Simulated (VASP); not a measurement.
# SiO2 (Stishovite) (P4_2/mnm) in VASP: further runs

The runs below take SiO2 (Stishovite) through relaxation of cell and atoms, with r2SCAN, PBE.

Program: VASP 6.6.1. These are calculated values, not measurements. Logs are shortened: lines on timing, memory, paths and dates and some standing lists are left out, and cuts for length are marked.

## 1. Starting point

It takes space group P4_2/mnm (No. 136, tetragonal). Conventional cell: a = 4.182 Å, b = 4.182 Å, c = 2.672 Å, α = 90.00°, β = 90.00°, γ = 90.00°. Around Si (site symmetry mmm) lie 6 O at 1.76 to 1.81 Å. Around O (site symmetry m2m) lie 3 Si at 1.76 to 1.81 Å.

## 2. Relaxation of cell and atoms, r2SCAN

Contents of INCAR:

```
ALGO = Normal ; EDIFF = 1E-7
EDIFFG = -0.005 ; ENCUT = 600
IBRION = 2 ; ISIF = 3
ISMEAR = 0 ; KPAR = 2
LASPH = T ; LCHARG = F
LMIXTAU = T ; LREAL = F
LWAVE = F ; METAGGA = R2SCAN
NELM = 80 ; NSW = 90
PREC = Accurate ; SIGMA = 0.03
```

Contents of KPOINTS:

```
k-points
0
Gamma
  8 8 10
```

Contents of POSCAR:

```
SiO2                                    
1.0
    4.1815223987     -0.0000000000      0.0000000000
   -0.0000000000      4.1815223987      0.0000000000
    0.0000000000      0.0000000000      2.6722128192
  Si              O             
     2     4
Direct
     0.0000000000000000    0.0000000000000000    0.0000000000000000
     0.5000000000000000    0.5000000000000000    0.5000000000000000
     0.3059077644074281    0.3059077644074281    0.0000000000000000
     0.1940922355925719    0.8059077644074281    0.5000000000000000
     0.6940922355925719    0.6940922355925719    0.0000000000000000
     0.8059077644074281    0.1940922355925719    0.5000000000000000
```

Potentials or basis: VASP PAW PBE potentials, release 64 (Si, O).

Run with:

```
$ cat potpaw_PBE.64/Si/POTCAR potpaw_PBE.64/O/POTCAR > POTCAR
$ mpirun -np 2 vasp_std > vasp.out
```

OUTCAR:

```text
EDIFF = 1E-7
   EDIFFG = -0.005
   ENCUT = 600
   IBRION = 2
   ISIF = 3
   ISMEAR = 0
   LASPH = T
   LREAL = F
   METAGGA = R2SCAN
   NELM = 80
   NSW = 90
   PREC = Accurate

 ion  position               nearest neighbor table
   1  0.000  0.000  0.000-   4 1.76   6 1.76   4 1.76   6 1.76   5 1.81   3 1.81
   2  0.500  0.500  0.500-   3 1.76   5 1.76   3 1.76   5 1.76   4 1.81   6 1.81
   3  0.306  0.306  0.000-   2 1.76   2 1.76   1 1.81
   4  0.194  0.806  0.500-   1 1.76   1 1.76   2 1.81
   5  0.694  0.694  0.000-   2 1.76   2 1.76   1 1.81
   6  0.806  0.194  0.500-   1 1.76   1 1.76   2 1.81

  LATTYP: Found a simple tetragonal cell.
 ALAT       =     4.1815223987
 C/A-ratio  =     0.6390526140

  Lattice vectors:

 A1 = (   4.1815223987,   0.0000000000,   0.0000000000)
 A2 = (   0.0000000000,   4.1815223987,   0.0000000000)
 A3 = (   0.0000000000,   0.0000000000,   2.6722128192)

Analysis of symmetry for initial positions (statically):
=====================================================================
 Subroutine PRICEL returns:
 Original cell was already a primitive cell.

 Routine SETGRP: Setting up the symmetry group for a
 simple tetragonal supercell.

 Subroutine GETGRP returns: Found 16 space group operations
 (whereof  8 operations were pure point group operations)
 out of a pool of 16 trial point group operations.

The static configuration has the point symmetry D_2h.
 The point group associated with its full space group is D_4h.

Analysis of symmetry for dynamics (positions and initial velocities):
=====================================================================
 Subroutine PRICEL returns:
 Original cell was already a primitive cell.

 Routine SETGRP: Setting up the symmetry group for a
 simple tetragonal supercell.

 Subroutine GETGRP returns: Found 16 space group operations
 (whereof  8 operations were pure point group operations)
 out of a pool of 16 trial point group operations.

The dynamic configuration has the point symmetry D_2h.
 The point group associated with its full space group is D_4h.

 Subroutine INISYM returns: Found 16 space group operations
 (whereof  8 operations are pure point group operations),
 and found     1 'primitive' translations

----------------------------------------------------------------------------------------

                                     Primitive cell

  volume of cell :      46.7240

  direct lattice vectors                    reciprocal lattice vectors
     4.181522399  0.000000000  0.000000000     0.239147350  0.000000000  0.000000000
     0.000000000  4.181522399  0.000000000     0.000000000  0.239147350  0.000000000
     0.000000000  0.000000000  2.672212819     0.000000000  0.000000000  0.374221691

  length of vectors
     4.181522399  4.181522399  2.672212819     0.239147350  0.239147350  0.374221691

  position of ions in fractional coordinates (direct lattice)
     0.000000000  0.000000000  0.000000000
     0.500000000  0.500000000  0.500000000
     0.305907764  0.305907764  0.000000000
     0.194092236  0.805907764  0.500000000
     0.694092236  0.694092236  0.000000000
     0.805907764  0.194092236  0.500000000

  ion indices of the primitive-cell ions
   primitive index   ion index
                 1           1
                 2           2
                 3           3
                 4           4
                 5           5
                 6           6

----------------------------------------------------------------------------------------

 KPOINTS: k-points

Automatic generation of k-mesh.
 Grid dimensions read from file:
 generate k-points for:    8    8   10

 Generating k-lattice:

  Cartesian coordinates                     Fractional coordinates (reciprocal lattice)
     0.029893419  0.000000000  0.000000000     0.125000000  0.000000000  0.000000000
     0.000000000  0.029893419  0.000000000     0.000000000  0.125000000  0.000000000
     0.000000000  0.000000000  0.037422169     0.000000000  0.000000000  0.100000000

  Length of vectors
     0.029893419  0.029893419  0.037422169

  Shift w.r.t. Gamma in fractional coordinates (k-lattice)
     0.000000000  0.000000000  0.000000000

 Subroutine IBZKPT returns following result:
 ===========================================

 Found     90 irreducible k-points:

 Following reciprocal coordinates:
            Coordinates               Weight
  0.000000  0.000000  0.000000      1.000000
  0.125000  0.000000  0.000000      4.000000
  0.250000  0.000000  0.000000      4.000000
  0.375000  0.000000  0.000000      4.000000
  0.500000  0.000000  0.000000      2.000000
  0.125000  0.125000  0.000000      4.000000
[... 16 lines left out ...]
  0.375000  0.125000  0.100000     16.000000
  0.500000  0.125000  0.100000      8.000000
 [... further k-points ...]
   k-points           NKPTS =     90   k-points in BZ     NKDIM =     90   number of bands    NBANDS=     20
   number of dos      NEDOS =    301   number of ions     NIONS =      6
   total plane-waves  NPLWV =  31104
   dimension x,y,z NGX =    36 NGY =   36 NGZ =   24
   dimension x,y,z NGXF=    72 NGYF=   72 NGZF=   48
   ions per type =               2   4
   NGX,Y,Z   is equivalent  to a cutoff of  14.31, 14.31, 14.93 a.u.
   NGXF,Y,Z  is equivalent  to a cutoff of  28.63, 28.63, 29.86 a.u.
 SYSTEM =  unknown system
   PREC   = accura    normal or accurate (medium, high low for compatibility)
   ISTART =      0    job   : 0-new  1-cont  2-samecut
   ICHARG =      2    charge: 1-file 2-atom 10-const
   ISPIN  =      1    spin polarized calculation?
   LNONCOLLINEAR =      F non collinear calculations
   LSORBIT =      F    spin-orbit coupling
   LASPH  =      T    aspherical Exc in radial PAW
   ENCUT  =  600.0 eV  44.10 Ry    6.64 a.u.   8.35  8.35  5.34*2*pi/ulx,y,z
   NELM   =     80;   NELMIN=  2; NELMDL= -5     # of ELM steps
   EDIFF  = 0.1E-06   stopping-criterion for ELM
   LREAL  =      F    real-space projection
   EDIFFG = -.5E-02   stopping-criterion for IOM
   NSW    =     90    number of steps for IOM
   IBRION =      2    ionic relax: 0-MD 1-quasi-New 2-CG
   NFREE  =      1    steps in history (QN), initial steepest desc. (CG)
   ISIF   =      3    stress and relaxation
   ISYM   =      2    0-nonsym 1-usesym 2-fastsym
   POTIM  = 0.5000    time-step for ionic-motion
   TEBEG  =    0.0;   TEEND  =   0.0 temperature during run
   PSTRESS=    0.0 pullay stress
   NELECT =      32.0000    total number of electrons
   NUPDOWN=      -1.0000    fix difference up-down
   EMIN   =  10.00;   EMAX   =-10.00  energy-range for DOS
   EFERMI =   0.00;   METHOD = LEGACY
   ISMEAR =     0;   SIGMA  =   0.03  broadening in eV -4-tet -1-fermi 0-gaus
   EFERMI_NEDOS =   21; number of points for ismear=-14 and -15
   IALGO  =     38    algorithm
   IMIX   =      4    mixing-type and parameters
     AMIX     =   0.40;   BMIX     =  1.00
     AMIX_MAG =   1.60;   BMIX_MAG =  1.00
  volume/ion in A,a.u.               =       7.79        52.55
  Fermi-wavevector in a.u.,A,eV,Ry     =   1.443039  2.726949 28.332265  2.082363
  Thomas-Fermi vector in A             =   2.561492
   LORBIT       =      0    0 simple, 1 ext, 2 COOP (PROOUT), +10 PAW based schemes
   METAGGA = R2SCAN    functional components
   LHFCALC =     F    Hartree Fock is set to
   AEXX    =    0.0000 exact exchange contribution
   IVDW    =     0    specifies the selected vdW correction
   LEPSILON=     F    determine dielectric tensor
   LRPA    =     F    only Hartree local field effects (RPA)
 conjugate gradient relaxation of ions
 non-spin polarized calculation
 Gauss-broadening in eV      SIGMA  =   0.03
  energy-cutoff  :      600.00
  volume of cell :       46.72
 maximum number of plane-waves:      1584
 NGX is ok and might be reduce to    36
   NGX = 17   NGY = 17   NGZ = 11

 number of electron      32.0000000 magnetization

 Free energy of the ion-electron system (eV)
  ---------------------------------------------------
  ext. energy  EPLUGINS =         0.00000000
  ---------------------------------------------------
  free energy    TOTEN  =       -58.80382140 eV

  energy without entropy =      -58.80382140  energy(sigma->0) =      -58.80382140

 E-fermi :   7.9270     XC(G=0): -12.8704

 val. band max:        7.7979386667   @ k =   0.0000   0.0000   0.0000
 cond. band min:      14.3011116231   @ k =   0.0000   0.0000   0.0000
 fundamental gap:      6.5031729563
 Fermi energy:         7.9270360854

 k-point     1 :       0.0000    0.0000    0.0000
  band No.  band energies     occupation
      1     -15.7364      2.00000
      2     -12.1511      2.00000
      3     -12.1511      2.00000
      4     -11.8764      2.00000
      5      -3.2497      2.00000
      6       1.2933      2.00000
[... 12 lines left out ...]
     19      17.2391      0.00000
     20      17.2391      0.00000

 k-point     2 :       0.1250    0.0000    0.0000
  band No.  band energies     occupation
      1     -15.6537      2.00000
      2     -12.5742      2.00000
      3     -12.1099      2.00000
      4     -11.6292      2.00000
      5      -3.1307      2.00000
      6       0.8089      2.00000
[... 12 lines left out ...]
     19      17.2558      0.00000
     20      17.2902      0.00000
[... 465 lines left out ...]
      3     -11.9144      2.00000
      4     -11.5372      2.00000
      5      -2.0308      2.00000
      6      -0.6784      2.00000
[... 12 lines left out ...]
     19      18.1138      0.00000
     20      18.5799      0.00000

 k-point    24 :       0.5000    0.1250    0.1000
  band No.  band energies     occupation
      1     -14.3211      2.00000
      2     -14.3211      2.00000
      3     -11.7123      2.00000
      4     -11.7123      2.00000
      5      -1.3899      2.00000
      6      -1.3899      2.00000
[... 12 lines left out ...]
     19      18.5347      0.00000
     20      18.5347      0.00000

 [... further k-points ...]

------------------------ aborting loop because EDIFF is reached ----------------------------------------

  FORCE on cell =-STRESS in cart. coord.  units (eV):
  Direction    XX          YY          ZZ          XY          YZ          ZX
  --------------------------------------------------------------------------------------
  -------------------------------------------------------------------------------------
  Total       -0.0206047     -0.0206047     -0.0207206     -0.0000000      0.0000000      0.0000000
  in kB       -0.7065393     -0.7065393     -0.7105153     -0.0000000      0.0000000      0.0000000
  external PRESSURE =      -0.7078646 kB  Pullay stress =       0.0000000 kB

 VOLUME and BASIS-vectors are now :
 -----------------------------------------------------------------------------
  energy-cutoff  :      600.00
  volume of cell :       46.72
      direct lattice vectors                 reciprocal lattice vectors
     4.181522399  0.000000000  0.000000000     0.239147350  0.000000000  0.000000000
     0.000000000  4.181522399  0.000000000     0.000000000  0.239147350  0.000000000
     0.000000000  0.000000000  2.672212819     0.000000000  0.000000000  0.374221691

 POSITION                                       TOTAL-FORCE (eV/Angst)
 -----------------------------------------------------------------------------------
      0.00000      0.00000      0.00000         0.000000     -0.000000      0.000000
      2.09076      2.09076      1.33611         0.000000     -0.000000      0.000000
      1.27916      1.27916      0.00000        -0.000048     -0.000048      0.000000
      0.81160      3.36992      1.33611         0.000048     -0.000048      0.000000
      2.90236      2.90236      0.00000         0.000048      0.000048      0.000000
      3.36992      0.81160      1.33611        -0.000048      0.000048      0.000000
 -----------------------------------------------------------------------------------
    total drift:                                0.000000      0.000000      0.000000

  FREE ENERGIE OF THE ION-ELECTRON SYSTEM (eV)
  ---------------------------------------------------
  free  energy   TOTEN  =       -58.8038214005 eV

  energy  without entropy=      -58.8038214005  energy(sigma->0) =      -58.80382140

 reached required accuracy - stopping structural energy minimisation
```

Run time: 2.4 min. Hardware: 2 MPI ranks of AMD EPYC 9R45 (Zen 5), shared host; peak memory 0.2 GiB.

What came out:

| Property | Result |
| --- | --- |
| Free energy | -58.8038 eV |
| Pressure after relaxing | -0.1 GPa |
| Band gap on the k mesh | 6.50 eV, direct |

Final structure:
```
Si O
1.0
     4.18152    0.00000    0.00000
     0.00000    4.18152    0.00000
     0.00000    0.00000    2.67221
Si O
2 4
Cartesian
  0.0000 0.0000 0.0000
  2.0908 2.0908 1.3361
  1.2792 1.2792 0.0000
  0.8116 3.3699 1.3361
  2.9024 2.9024 0.0000
  3.3699 0.8116 1.3361
```

Levels at points of the mesh, in eV from the valence-band top:
| k point | band 12 | band 13 | band 14 | band 15 | band 16 | band 17 | band 18 | band 19 | band 20 |
| --- | --- | --- | --- | --- | --- | --- | --- | --- | --- |
| (0.00, 0.00, 0.00) | -3.19 | -2.52 | -0.88 | -0.88 | 0.00 | 6.50 | 7.61 | 9.44 | 9.44 |
| (0.50, 0.00, 0.00) | -3.94 | -2.72 | -2.72 | -1.08 | -1.08 | 8.69 | 8.69 | 10.03 | 10.03 |
| (0.50, 0.50, 0.00) | -3.32 | -2.70 | -2.70 | -2.32 | -2.32 | 8.39 | 8.39 | 11.03 | 11.03 |
| (0.00, 0.00, 0.50) | -4.67 | -3.12 | -3.12 | -2.71 | -2.71 | 10.14 | 10.14 | 13.74 | 13.74 |
| (0.50, 0.00, 0.50) | -4.01 | -2.31 | -2.31 | -1.80 | -1.80 | 9.81 | 9.81 | 10.91 | 10.91 |
| (0.50, 0.50, 0.50) | -4.54 | -1.78 | -1.78 | -1.61 | -1.61 | 8.15 | 8.15 | 12.02 | 12.02 |

Caveat: the relaxation stopped at its first step, so nothing moved; the PAW data sets were made with another functional, which shifts forces and pressure a little. A k mesh can miss the band edges.

## 3. Relaxation of cell and atoms, PBE

This run uses another cell than the first one, of 7.75 Å³/atom, 0.995 times its volume.

Contents of INCAR:

```
SYSTEM = SiO2
PREC     = Accurate       ! precision mode
ENCUT    = 600            ! plane-wave cutoff, eV
EDIFF    = 1E-6           ! SCF threshold, eV
ISMEAR   = 0              ! smearing method
SIGMA    = 0.03           ! smearing width, eV
LREAL    = .FALSE.        ! projectors in reciprocal space
LASPH    = .TRUE.         ! aspherical terms in the spheres
NELM     = 80             ! most SCF steps
ALGO     = Normal         ! electronic algorithm
ISIF     = 3              ! what is computed and relaxed
LWAVE    = .FALSE.        ! write WAVECAR
LCHARG   = .FALSE.        ! write CHGCAR
GGA      = PE             ! functional
IBRION   = 2              ! ionic algorithm
NSW      = 90             ! ionic steps
EDIFFG   = -0.01          ! ionic threshold
KPAR     = 2
```

Contents of KPOINTS:

```
regular mesh
0
G
  8 8 10
  0 0 0
```

Contents of POSCAR:

```
SiO2
1.0
    4.1773000000      0.0000000000      0.0000000000
    0.0000000000      4.1773000000      0.0000000000
    0.0000000000      0.0000000000      2.6652000000
Si O
2 4
Direct
    0.0000000000      0.0000000000      0.0000000000
    0.5000000000      0.5000000000      0.5000000000
    0.3059000000      0.3059000000      0.0000000000
    0.1941000000      0.8059000000      0.5000000000
    0.6941000000      0.6941000000      0.0000000000
    0.8059000000      0.1941000000      0.5000000000
```

Potentials or basis: VASP PAW PBE potentials, release 64 (Si, O).

Run with:

```
$ cat potpaw_PBE.64/Si/POTCAR potpaw_PBE.64/O/POTCAR > POTCAR
$ mpirun -np 2 vasp_std > vasp.out
```

It took 4.1 min on 2 MPI ranks of AMD EPYC 7R43 (Zen 3), shared host; peak memory 0.19 GiB.

It converged, with:

```yaml
Free_energy: -46.3243 eV
Relaxed_volume: 8.04 Å³/atom
Relaxed_cell: a = 4.231 Å, b = 4.231 Å, c = 2.693 Å, α = 90.00°, β = 90.00°, γ = 90.00°
Space_group_after_relaxing_to_0.05_Å: P4_2/mnm (No. 136)
Energy_gained_by_relaxing: 9.1 meV/atom
Ionic_steps: 7
Pressure_after_relaxing: -0.1 GPa
Largest_force_after_relaxing: 0.003 eV/Å
Band_gap_on_the_k_mesh: 5.03 eV, direct
```

Forces on the atoms (eV/Å):
```
Si   0.000  0.000  0.000
Si   0.000  0.000  0.000
O    0.002  0.002  0.000
O   -0.002  0.002  0.000
O   -0.002 -0.002  0.000
O    0.002 -0.002  0.000
```

Stress tensor (GPa, compression positive):
```
-0.07  0.00  0.00
 0.00 -0.07  0.00
 0.00  0.00 -0.17
```

The path:
```csv
step,energy change (eV),largest force (eV/Å),pressure (GPa),volume (Å³)
1,0.0000,0.0984,10.97,46.51
2,0.0338,0.4649,-11.92,50.17
3,-0.0520,0.1697,0.08,48.07
4,-0.0520,0.1647,0.27,48.03
5,-0.0545,0.0198,0.14,48.16
6,-0.0545,0.0180,0.15,48.16
7,-0.0549,0.0033,-0.10,48.23
```

Final structure:
```yaml
crystal:
  lattice:
    - [4.23144, 0.00000, 0.00000]
    - [0.00000, 4.23144, 0.00000]
    - [0.00000, 0.00000, 2.69338]
  atoms:
    - { symbol: Si, position: [0.00000, 0.00000, 0.00000] }
    - { symbol: Si, position: [0.50000, 0.50000, 0.50000] }
    - { symbol: O, position: [0.30674, 0.30674, 0.00000] }
    - { symbol: O, position: [0.19326, 0.80674, 0.50000] }
    - { symbol: O, position: [0.69326, 0.69326, 0.00000] }
    - { symbol: O, position: [0.80674, 0.19326, 0.50000] }
```

Levels at points of the mesh, in eV from the valence-band top:
| k point | band 12 | band 13 | band 14 | band 15 | band 16 | band 17 | band 18 | band 19 | band 20 |
| --- | --- | --- | --- | --- | --- | --- | --- | --- | --- |
| (0.00, 0.00, 0.00) | -3.03 | -2.50 | -0.85 | -0.85 | 0.00 | 5.03 | 6.59 | 8.27 | 8.27 |
| (0.50, 0.00, 0.00) | -3.71 | -2.62 | -2.62 | -1.04 | -1.04 | 7.29 | 7.29 | 8.86 | 8.86 |
| (0.50, 0.50, 0.00) | -3.15 | -2.55 | -2.55 | -2.17 | -2.17 | 7.01 | 7.01 | 9.77 | 9.77 |
| (0.00, 0.00, 0.50) | -4.48 | -2.89 | -2.89 | -2.56 | -2.56 | 8.64 | 8.64 | 12.33 | 12.33 |
| (0.50, 0.00, 0.50) | -3.81 | -2.21 | -2.21 | -1.67 | -1.67 | 8.43 | 8.43 | 9.46 | 9.46 |
| (0.50, 0.50, 0.50) | -4.35 | -1.72 | -1.72 | -1.47 | -1.47 | 6.81 | 6.81 | 10.71 | 10.71 |

A k mesh can miss the band edges. Zero-point motion and thermal expansion aren't in these numbers.

[end of part 1 of 2]
